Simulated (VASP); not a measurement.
**Sb under changes of volume**

One of the cells (29.887 Å³/atom); the others are scaled copies at fixed shape and fractional positions:

```xyz
2
Lattice="2.1632 1.2489 3.6876 -2.1632 1.2489 3.6876 0.0000 -2.4978 3.6876" Properties=species:S:1:pos:R:3 pbc="T T T"
Sb    0.0000    0.0000    8.4548
Sb    0.0000    0.0000    2.6078
```

```yaml
Program: VASP 6.6.1
Functional: PBEsol
Potentials_or_basis: VASP PAW PBE potentials, release 64 (Sb)
Cutoff: 520 eV
k_mesh: 8 × 8 × 8
Occupations: fermi-dirac, width 0.05 eV
Spin: no spin polarisation
```

```tsv
volume (Å³/atom)	energy over the lowest point (meV/atom)	pressure (GPa)	largest force (eV/Å)
28.692	?	?	?
29.289	2.30	1.3	0.095
29.887	0.00	0.0	0.001
30.485	2.17	-1.1	0.092
31.083	8.32	-2.1	0.176
```

Q: What does the run at 28.692 Å³/atom give?

A: Energy over the lowest point 9.61 meV/atom; pressure 2.7 GPa; largest force 0.197 eV/Å.

Worked out: A Birch-Murnaghan fit of order 2 (a polynomial in V^(-2/3)) to the other rows has its minimum at 29.89 Å³/atom with B0 = V·E''(V) = 59 GPa at fixed shape and positions, which overstates the stiffness. It gives 9.47 meV/atom at 28.692 Å³/atom, against the run's 9.61, and -dE/dV = 2.6 GPa, against 2.7.

Energies are extrapolated to zero smearing.

Caveats: the PAW data sets were made with another functional, which shifts forces and pressure a little.
